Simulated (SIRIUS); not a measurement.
# C (Pm-3m) in SIRIUS: reference runs

How does C come out in PBE? The cell is run as given and disturbed.

Program: SIRIUS 7.10.0. These are calculated values, not measurements. Logs are shortened: lines on timing, memory, paths and dates and some standing lists are left out, and cuts for length are marked. The log counts tension as positive stress, the text compression.

## (1) The crystal as given

Symmetry: Pm-3m, No. 221, cubic system. The conventional cell has a = 2.620 Å, b = 2.620 Å, c = 2.620 Å, α = 90.00°, β = 90.00°, γ = 90.00°. C (site symmetry 4/mmm) has 8 C at 1.85 Å as nearest neighbours.

The cell was built by a generator and needn't be a form met in nature.

## (2) Single point, PBE

sirius.json reads:

```json
{
  "control": {
    "processing_unit": "cpu",
    "verbosity": 2,
    "num_bands_to_print": 13,
    "print_forces": true,
    "print_stress": true
  },
  "parameters": {
    "electronic_structure_method": "pseudopotential",
    "xc_functionals": ["XC_GGA_X_PBE", "XC_GGA_C_PBE"],
    "gk_cutoff": 9.1,
    "pw_cutoff": 18.2,
    "ngridk": [10, 10, 10],
    "shiftk": [0, 0, 0],
    "smearing": "fermi_dirac",
    "smearing_width": 0.0018374661,
    "num_bands": 13,
    "num_mag_dims": 0,
    "num_dft_iter": 100,
    "energy_tol": 1e-08,
    "density_tol": 1e-06
  },
  "iterative_solver": {
    "type": "davidson",
    "min_tolerance": 1e-09,
    "tolerance_scale": [0.1, 0.25]
  },
  "mixer": {
    "type": "anderson",
    "beta": 0.7,
    "max_history": 8
  },
  "settings": {
    "tol_ne": 1e-10,
    "pseudo_grid_cutoff": 6.5
  },
  "unit_cell": {
    "lattice_vectors": [
      [1.0, 0.0, 0.0],
      [0.0, 1.0, 0.0],
      [0.0, 0.0, 1.0]
    ],
    "lattice_vectors_scale": 4.9505533232,
    "atom_coordinate_units": "lattice",
    "atom_types": ["C"],
    "atom_files": {
      "C": "C.json"
    },
    "atoms": {
      "C": [
        [0.0, 0.5, 0.5],
        [0.5, 0.0, 0.5],
        [0.5, 0.5, 0.0]
      ]
    }
  }
}
```

Potentials or basis: PseudoDojo 0.4.1 PBE standard (scalar relativistic).

Started as:

```bash
upf_to_json C.upf
OMP_NUM_THREADS=1 sirius.scf --input=sirius.json --output=out.json --task=0
```

Log:

```text
[info] SIRIUS version : 7.10.0
[info] number of MPI ranks           : 1
[info] MPI grid                      : 1 1
[info] maximum number of OMP threads : 1
[fft] FFT context for density and potential
[fft] =====================================
[fft]   comm size                             : 1
[fft]   plane wave cutoff                     : 18.2
[fft]   grid size                             : 32 32 32   total : 32768
[fft]   grid limits                           : -15 16   -15 16   -15 16
[fft]   number of G-vectors within the cutoff : 6147
[fft]   local number of G-vectors             : 6147
[fft]   number of G-shells                    : 366
[fft] FFT context for coarse grid
[fft] =====================================
[fft]   comm size                             : 1
[fft]   plane wave cutoff                     : 18.2
[fft]   grid size                             : 32 32 32   total : 32768
[fft]   grid limits                           : -15 16   -15 16   -15 16
[fft]   number of G-vectors within the cutoff : 6147
[fft]   local number of G-vectors             : 6147
[fft]   number of G-shells                    : 366
[unit cell] lattice vectors
[unit cell]   a1 :       4.9505533232      0.0000000000      0.0000000000
[unit cell]   a2 :       0.0000000000      4.9505533232      0.0000000000
[unit cell]   a3 :       0.0000000000      0.0000000000      4.9505533232
[unit cell] reciprocal lattice vectors
[unit cell]   b1 :       1.2691884921      0.0000000000      0.0000000000
[unit cell]   b2 :       0.0000000000      1.2691884921      0.0000000000
[unit cell]   b3 :       0.0000000000      0.0000000000      1.2691884921
[unit cell] unit cell volume :       121.32805295 [a.u.^3]
[unit cell] 1/sqrt(omega)    :         0.09078611
[unit cell] MT volume        :         0.00000000 ( 0.00%)
[unit cell] IT volume        :       121.32805295 (100.00%)
[unit cell] number of atom types : 1
[unit cell] type id : 0 symbol :  C mt_radius :  12.470000 num_atoms : 3
[unit cell] total number of atoms : 3
[unit cell] number of symmetry classes : 1
[unit cell] number of PAW atoms : 0
[unit cell] atom id  type id  class id             position                      vector_field
[unit cell] ------------------------------------------------------------------------------------------
[unit cell]      0        0        0      0.00000   0.50000   0.50000      0.00000   0.00000   0.00000
[unit cell]      1        0        0      0.50000   0.00000   0.50000      0.00000   0.00000   0.00000
[unit cell]      2        0        0      0.50000   0.50000   0.00000      0.00000   0.00000   0.00000
[unit cell] atom id         position (Cartesian, a.u.)
[unit cell] ---------------------------------------------
[unit cell]      0       0.000000    2.475277    2.475277
[... 291 lines left out ...]
[find] iteration : 9, RMS : 2.216812903462e-07, energy difference : 1.640877655973e-09
[find] Hartree energy of density residual : 5.471365354246e-13
[find] bands are converged : true
[find] iterative solver converged : true
[find] converged after 10 SCF iterations!
[find] Charges and magnetic moments
[find] --------------------------------------------------------------------------------
[find] total charge          : 12.000000
[find] Energy
[find] --------------------------------------------------------------------------------
[find] valence_eval_sum               :       2.16131678
[find] <rho|V^{XC}>                   :      -6.81447805
[find] <rho|E^{XC}>                   :      -6.23719534
[find] <mag|B^{XC}>                   :       0.00000000
[find] <rho|V^{H}>                    :       2.00381988
[find] one-electron contribution      :       6.97197496 (Ha),      13.94394992 (Ry)
[find] hartree contribution           :       1.00190994
[find] xc contribution                :      -6.23719534
[find] ewald contribution             :     -19.40311855
[find] PAW contribution               :       0.00000000
[find] smearing (-TS)                 :      -0.00037416
[find] SCF correction                 :      -0.00000183
[find] Total energy                   :     -17.66643082 (Ha),     -35.33286164 (Ry)
[find] Free energy (E-TS)             :     -17.66680498 (Ha),     -35.33360996 (Ry)
[find] band gap (eV)                  :       0.00000000
[find] Efermi                         :       0.52549761
[ground_state] === stress tensor components [kbar] ===
[ground_state] === stress_kin ===
[ground_state] -18707.230886    0.000000    0.000000
[ground_state]     0.000000-18707.230886    0.000000
[ground_state]     0.000000    0.000000-18707.230886
[ground_state] === stress_har ===
[ground_state]  -809.848547    0.000000    0.000000
[ground_state]     0.000000 -809.848547   -0.000000
[ground_state]     0.000000   -0.000000 -809.848547
[ground_state] === stress_ewald ===
[ground_state] 15683.632595    0.000000    0.000000
[ground_state]     0.00000015683.632595   -0.000000
[ground_state]     0.000000   -0.00000015683.632595
[ground_state] === stress_vloc ===
[ground_state]  -919.022790   -0.000000    0.000000
[ground_state]    -0.000000 -919.022790    0.000000
[ground_state]     0.000000    0.000000 -919.022790
[ground_state] === stress_xc ===
[ground_state]  1489.188868    0.000000    0.000000
[ground_state]     0.000000 1489.188868    0.000000
[ground_state]     0.000000    0.000000 1489.188868
[ground_state] === stress_core ===
[ground_state]  2869.062176    0.000000    0.000000
[ground_state]     0.000000 2869.062176    0.000000
[ground_state]     0.000000    0.000000 2869.062176
[ground_state] === stress_nonloc ===
[ground_state]   350.465336    0.000000    0.000000
[ground_state]     0.000000  350.465336   -0.000000
[ground_state]     0.000000   -0.000000  350.465336
[ground_state] === stress_us_nl ===
[ground_state]   350.465336    0.000000    0.000000
[ground_state]     0.000000  350.465336   -0.000000
[ground_state]     0.000000   -0.000000  350.465336
[ground_state] === stress_total ===
[ground_state]   -43.753248   -0.000000    0.000000
[ground_state]    -0.000000  -43.753248    0.000000
[ground_state]     0.000000    0.000000  -43.753248
[ground_state] ==== total Forces in Ha/bohr =====
[ground_state] atom:    0, force:       0.0000000      0.0000000      0.0000000
[ground_state] atom:    1, force:       0.0000000      0.0000000      0.0000000
[ground_state] atom:    2, force:       0.0000000      0.0000000      0.0000000
[ground_state] ==== ultrasoft contribution from Qij =====
[ground_state] atom:    0, force:       0.0000000      0.0000000      0.0000000
[ground_state] atom:    1, force:       0.0000000      0.0000000      0.0000000
[ground_state] atom:    2, force:       0.0000000      0.0000000      0.0000000
[ground_state] ==== non-local contribution from Beta-projector =====
[ground_state] atom:    0, force:       0.0000000      0.0000000      0.0000000
[ground_state] atom:    1, force:       0.0000000      0.0000000      0.0000000
[ground_state] atom:    2, force:       0.0000000      0.0000000      0.0000000
[ground_state] ==== contribution from local potential =====
[ground_state] atom:    0, force:       0.0000000      0.0000000      0.0000000
[ground_state] atom:    1, force:       0.0000000      0.0000000      0.0000000
[ground_state] atom:    2, force:       0.0000000      0.0000000      0.0000000
[ground_state] ==== contribution from core density =====
[ground_state] atom:    0, force:       0.0000000      0.0000000      0.0000000
[ground_state] atom:    1, force:       0.0000000      0.0000000      0.0000000
[ground_state] atom:    2, force:       0.0000000      0.0000000      0.0000000
[ground_state] ==== Ewald forces from ions =====
[ground_state] atom:    0, force:       0.0000000      0.0000000      0.0000000
[ground_state] atom:    1, force:       0.0000000      0.0000000      0.0000000
[ground_state] atom:    2, force:       0.0000000      0.0000000      0.0000000
[~DFT_ground_state] local op. applied: 16333
[~DFT_ground_state] evp. work count: 5275.11
[~DFT_ground_state] number of iterative solver steps: 1125
```

Run time: 13 s. Hardware: 1 thread of Arm Neoverse V1, shared host; peak memory 0.23 GiB.

Results:

| Quantity | Value |
| --- | --- |
| Free energy | -480.7383 eV |
| Pressure | 4.4 GPa |
| Band gap on the k mesh | none (metal or under the smearing width) |

## (3) Single point, PBE (atoms moved at random, drawn with an rms of 0.05 Å)

Changes to sirius.json since step 2:

```diff
@@ -39,7 +39,6 @@
     "lattice_vectors": [
-      [1.0, 0.0, 0.0],
-      [0.0, 1.0, 0.0],
-      [0.0, 0.0, 1.0]
+      [4.950553323205, 0.0, 0.0],
+      [0.0, 4.950553323205, 0.0],
+      [0.0, 0.0, 4.950553323205]
     ],
-    "lattice_vectors_scale": 4.9505533232,
     "atom_coordinate_units": "lattice",
@@ -51,5 +50,5 @@
       "C": [
-        [0.0, 0.5, 0.5],
-        [0.5, 0.0, 0.5],
-        [0.5, 0.5, 0.0]
+        [-0.002187, 0.510955, 0.486441],
+        [0.501381, -0.017631, 0.499515],
+        [0.500745, 0.493515, -0.006884]
       ]
```

Potentials or basis: PseudoDojo 0.4.1 PBE standard (scalar relativistic).

Started as:

```bash
upf_to_json C.upf
OMP_NUM_THREADS=1 sirius.scf --input=sirius.json --output=out.json --task=0
```

It took 1.9 min on 1 thread of Arm Neoverse V1, shared host; peak memory 0.96 GiB.

Results (log left out):

```yaml
Free_energy: -480.7891 eV
Pressure: 4.1 GPa
Largest_force: 1.443 eV/Å
Band_gap_on_the_k_mesh: none (metal or under the smearing width)
```

Forces in eV/Å, atoms in the order of the input:
```
C   -0.092  1.240 -0.732
C    0.078 -0.556  0.749
C    0.015 -0.684 -0.018
```

Stress tensor (GPa, compression positive):
```
 2.04  0.05 -0.04
 0.05  7.00 -0.23
-0.04 -0.23  3.31
```
